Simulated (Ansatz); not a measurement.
# What a change of settings does to a run on Os

The geometry is COD entry 9017843, unchecked; take it as a test cell.

First run: DFT, PBEsol, all-electron LAPW, scalar-relativistic (Ansatz 0.2.0).

Command: `ansatz run input.yaml --threads 1 --pin off --max-ram 2048MiB --backend cpu --events-out ev --progress --plain --runs-dir out` The run took 90 s on 1 thread of Arm Neoverse V1, on a shared host, peak memory 0.8 GiB.

```yaml
crystal:
  lattice:
    - [2.7340999755, 0.0, 0.0]
    - [-1.3670499878, 2.3678000353, 0.0]
    - [0.0, 0.0, 4.3197]
  atoms:
    - { symbol: Os, position: [0.3333333333, 0.6666666667, 0.25] }
    - { symbol: Os, position: [0.6666666667, 0.3333333333, 0.75] }
kpoints:
  mp_grid: { grid: [17, 17, 10] }
  band_path:
    path:
      - [0.0, 0.0, 0.0]
      - [0.5, 0.0, 0.0]
      - [0.3333333333, 0.3333333333, 0.0]
      - [0.0, 0.0, 0.0]
      - [0.0, 0.0, 0.5]
      - [0.5, 0.0, 0.5]
      - [0.3333333333, 0.3333333333, 0.5]
      - [0.0, 0.0, 0.5]
      - [0.5, 0.0, 0.5]
    npoints: 5
scf:
  occupations: { method: fermi_dirac, width: 0.08 }
hamiltonian:
  xc: pbesol
  pseudopotentials: { kind: all_electron, lapw: { basis_error: 0.001 } }
output:
  forces: true
  stress: true
  eigenvalues: true
```

Result: converged; pressure -2.70 GPa; no gap on the k mesh; 8 SCF iterations.

No spin–orbit coupling, which matters for the heavy atoms here.

The input is then changed:

```diff
@@ -22,5 +22,5 @@
     npoints: 5
 scf:
-  occupations: { method: fermi_dirac, width: 0.08 }
+  occupations: { method: tetrahedron_uncorrected }
 hamiltonian:
   xc: pbesol
@@ -30,3 +30,4 @@
   stress: true
   eigenvalues: true
+accuracy: low
```

**Question.** Predict the outcome of the changed run.

**Answer.** It converged; energy at zero smearing +24.3 meV/atom from the first run; pressure -2.37 GPa; no gap on the k mesh; 8 SCF iterations. Some of these settings are too coarse for converged properties.

The results part of its log:

```
SCF 1 converged in 8 iterations: F = -938584.842583 eV  dr2 = 6.67e-8
NSCF: frozen V_eff on 41 k-points
SCF converged after 8 iterations
Free energy (F): -938584.842583 eV
Harris-Foulkes:  -938584.842583 eV  (|F-HF|=2.69e-8)
Internal energy: -938584.842559 eV  (E = F + TS)
E sigma→0 (E₀):  -938584.842583 eV
Entropy (-TS):   -0.000024 eV (-0.012 meV/atom)
Fermi energy:    32.596445 eV
--- Per-component energies (eV) ---
  E_band       = -5022.111384
  E_kinetic    = 1058227.606620
  E_xc         = -18248.970457
  E_electrostatic = -1978563.478722  (all electrons and nuclei)
  E_smearing   = -0.000024  (= −TS)
  E_closure    = 0.000000  (closes the sum)
  E_atoms      = -938560.931176  (free atoms, spherical and without spin; not in F)
  Σ components = -938584.842583   (vs F -938584.842583, Δ=0.00e0)
  Basis errors (estimates in eV, not in F): energy 2.2e-4 per atom: plane waves 2.0e-4 (1.0e-4 summed), levels above the bands 0.0e0, relativity 6.5e-8, radial functions 2.3e-5, core shells 1.2e-6; eigenvalues (radial functions only) 3.8e-6; not estimated: angular momenta, meshes, grids; target (lapw.basis_error) 1.0e-3; muffin-tin radii Os 1.338 Å
--- Forces (eV/Å), atoms counted from 1 ---
  atom   1  Os    -0.00000000    -0.00000000    -0.00000000
  atom   2  Os     0.00000000     0.00000000     0.00000000
  max |Σ_I F_I| component: 3.70e-17 eV/Å
--- Stress (GPa, compression-positive) ---
       -2.038418      -0.000000      -0.000000
        0.000000      -2.038418      -0.000000
       -0.000000      -0.000000      -3.041881
  P = ⅓ Tr σ = -2.3729 GPa (-23.729 kbar)
--- Band table (eV; the first three rows and the last of 198) ---
  k-point 0: bands = ["-234.7789", "-234.7789", "-234.7658", "-234.7658", "-234.7658", "-234.7658", "-234.7654", "-234.7654", "-234.7654", "-234.7654", "-54.0379", "-53.9212", "-14.5475", "-14.5380", "-14.5380", "-14.5353", "-14.5352", "-14.5343", "-14.5260", "-14.5260", "-14.5246", "-14.5246", "-14.5246", "-14.5246", "-14.5174", "-14.5163", "-14.0329", "-13.0907", "-13.0907", "-12.9135", "-12.9135", "-12.8576", "21.5909", "24.7450", "29.5032", "29.5032", "29.7617", "30.3504", "30.3504", "31.0102", "31.0102", "32.5724", "34.2734", "34.2734", "41.5768", "45.8505", "48.2790", "49.5505"]
  k-point 1: bands = ["-234.7789", "-234.7789", "-234.7658", "-234.7658", "-234.7658", "-234.7658", "-234.7654", "-234.7654", "-234.7654", "-234.7654", "-54.0351", "-53.9241", "-14.5473", "-14.5381", "-14.5381", "-14.5361", "-14.5352", "-14.5338", "-14.5271", "-14.5271", "-14.5254", "-14.5254", "-14.5224", "-14.5224", "-14.5174", "-14.5164", "-14.0057", "-13.0864", "-13.0864", "-12.9179", "-12.9179", "-12.8882", "21.7169", "24.7622", "29.4228", "29.4228", "29.6878", "30.2670", "30.2670", "31.2032", "31.2032", "32.1572", "34.2921", "34.2921", "42.1514", "45.5686", "48.8685", "49.1149"]
  k-point 2: bands = ["-234.7789", "-234.7789", "-234.7658", "-234.7658", "-234.7658", "-234.7658", "-234.7654", "-234.7654", "-234.7654", "-234.7654", "-54.0269", "-53.9324", "-14.5467", "-14.5384", "-14.5384", "-14.5376", "-14.5349", "-14.5334", "-14.5298", "-14.5298", "-14.5241", "-14.5241", "-14.5208", "-14.5208", "-14.5173", "-14.5164", "-13.9264", "-13.0739", "-13.0739", "-12.9763", "-12.9306", "-12.9306", "22.0831", "24.7912", "29.2808", "29.2808", "29.4873", "30.0513", "30.0513", "31.1907", "31.6731", "31.6731", "34.3019", "34.3019", "43.6113", "45.1744", "48.1758", "50.1072"]
  k-point 197: bands = ["-234.7789", "-234.7789", "-234.7658", "-234.7658", "-234.7658", "-234.7658", "-234.7654", "-234.7654", "-234.7654", "-234.7654", "-53.9145", "-53.9145", "-14.5379", "-14.5379", "-14.5375", "-14.5375", "-14.5360", "-14.5360", "-14.5331", "-14.5331", "-14.5238", "-14.5238", "-14.5224", "-14.5224", "-14.5217", "-14.5217", "-13.7989", "-13.7989", "-13.5133", "-13.5133", "-13.0659", "-13.0659", "26.6085", "26.6085", "27.6709", "27.6709", "29.1120", "29.1120", "31.2230", "31.2230", "34.2532", "34.2532", "40.5804", "40.5804", "41.9761", "41.9761", "44.2081", "44.2081"]
```
